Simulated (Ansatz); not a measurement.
Ionic part of the dielectric constant of BaF₂ at 1 GPa, mode by mode

Method: DFT PBE, scalar-relativistic, plane waves, PAW in Ansatz 0.2.0. Cutoff 420 eV, 6×6×6 k-points (Γ-centred), fixed occupations. No spin polarisation. Phonons by linear response, acoustic sum rule imposed.

It takes space group Fm-3m (No. 225, cubic). Conventional cell: a = 6.210 Å, b = 6.210 Å, c = 6.210 Å, α = 90.00°, β = 90.00°, γ = 90.00°. Ba (site symmetry m-3m) is surrounded by 8 F at 2.69 Å. Around F (site symmetry -43m) lie 4 Ba at 2.69 Å.

Spin–orbit coupling is left out, which matters for heavy elements.

The primitive cell has V = 59.87 Å³ and ε∞,yy = 2.357. Each polar mode adds Δε = (4.92064×10⁷/V)·S/ν² along y, with S its oscillator strength in e²/amu, ν in cm⁻¹ and V in Å³.

Question: From these modes, find each Δε and ε0,yy.
```
ν (cm⁻¹) S_yy (e²/amu)
   172.4         0.2271
```

Answer:
```csv
ν (cm⁻¹),Δε
172.4,6.28
```

The sum is 6.279, so ε0,yy = 8.64; the run's tensor has 8.63.

Question: Where do the longitudinal modes lie for a wave vector along y?

Answer: At 330 cm⁻¹. The Lyddane–Sachs–Teller product Π(ν_LO/ν_TO)² = 3.66 matches ε0/ε∞ = 3.66.

Cost: 1 run of about 0.65 core-minutes, on Arm Neoverse N1 (shared hosts).